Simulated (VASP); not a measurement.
## HgTe: relaxation of the atoms with PBEsol

The system is HgTe.

```xyz
2
Lattice="0.0521 3.2581 3.2581 3.2581 0.0521 3.2581 3.2581 3.2581 0.0521" Properties=species:S:1:pos:R:3 pbc="T T T"
Hg    0.0000    0.0000    0.0000
Te    1.6421    1.6421    1.6421
```

The cell was built by a generator and isn't the measured one.

The cell isn't the ideal one: strained cell.

```json
{
 "Program": "VASP 6.6.1",
 "Task": "relaxation of the atoms",
 "Functional": "PBEsol",
 "Potentials or basis": "VASP PAW PBE potentials, release 64 (Hg, Te)",
 "Cutoff": "520 eV",
 "k mesh": "9 × 9 × 9",
 "Occupations": "gaussian, width 0.1 eV",
 "Spin": "no spin polarisation",
 "Dipole correction": "no",
 "Further INCAR settings": "ALGO = Fast; EDIFF = 1e-07; IBRION = 2; EDIFFG = -0.002; NSW = 60"
}
```

The energy gained by relaxing is 1.5 meV/atom and the ionic steps are 4. The pressure after relaxing is 1.1 GPa and the band gap on the k mesh is none (metal or under the smearing width).

Stress tensor (GPa, compression positive):
```
 1.05 -0.34 -0.34
-0.34  1.05 -0.34
-0.34 -0.34  1.05
```

Step by step:
```
step  energy change (eV)  largest force (eV/Å)  pressure (GPa)
   1              0.0000                0.1451            1.11
   2             -0.0017                0.0990            1.09
   3             -0.0031                0.0101            1.05
   4             -0.0031                0.0020            1.05
```

Final structure:
```
CELL_PARAMETERS angstrom
0.05208 3.25808 3.25808
3.25808 0.05208 3.25808
3.25808 3.25808 0.05208
ATOMIC_POSITIONS crystal
Hg 0.00181 0.00181 0.00181
Te 0.24819 0.24819 0.24819
```

Levels at points of the mesh, in eV from the Fermi level:
```tsv
k point	band 7	band 8	band 9	band 10	band 11	band 12
(0.00, 0.00, 0.00)	-0.87	-0.13	-0.02	-0.02	4.00	4.20
```

It took 82 s on 1 thread of Intel(R) Xeon(R) 6975P-C (Granite Rapids) (shared host), peak memory 0.27 GiB.

Caveat: the PAW data sets were made with another functional, which shifts forces and pressure a little. The run has no spin-orbit coupling, so splittings on Hg, Te are missing.
